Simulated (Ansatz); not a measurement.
## How far is PAW off for Ag?

```
Ag
1.0
     0.02043    2.05332    2.05332
     2.05332    0.02043    2.05332
     2.05332    2.05332    0.02043
Ag
1
Direct
  0.00000 0.00000 0.00000
```

Conventional cell: a = 2.875 Å, b = 2.875 Å, c = 7.148 Å, α = 90.00°, β = 90.00°, γ = 120.00°. Around Ag (atom 1) lie 12 Ag at 2.87 to 2.90 Å.

The cell is COD entry 9008459, as deposited and not checked against the literature; nothing was relaxed. The listed cell was then made from it by scaling, straining or moving an atom.

All numbers are computed: DFT, PBE, PAW with Ansatz's default frozen-core files, scalar-relativistic (Ansatz 0.2.0); DFT, PBE, all-electron PAW with datasets made for the crystal, scalar-relativistic (Ansatz 0.2.0); DFT, PBE, all-electron LAPW, scalar-relativistic (Ansatz 0.2.0).

For PAW: a Γ-centred 15×15×15 k mesh, Fermi–Dirac smearing of 0.05 eV, cutoff 420 eV, no spin polarisation. The crystal-made all-electron datasets (AE datasets) take a cutoff of 260 eV at this cell. LAPW targets a basis error of 1 meV/atom. The Ansatz runs share mesh, smearing and spin set-up. Plane-wave (PAW) pressures include the program's estimate of the Pulay term.

Stress and pressure are positive in compression.

The change that made this cell: equal xy, yz and zx engineering shear strains of +1 %.

```
       quantity    PAW  AE datasets   LAPW
 pressure (GPa)   4.60         4.58   4.58
stress yz (GPa)  -0.29        -0.29  -0.29
stress xz (GPa)  -0.29        -0.29  -0.29
stress xy (GPa)  -0.29        -0.29  -0.29
```
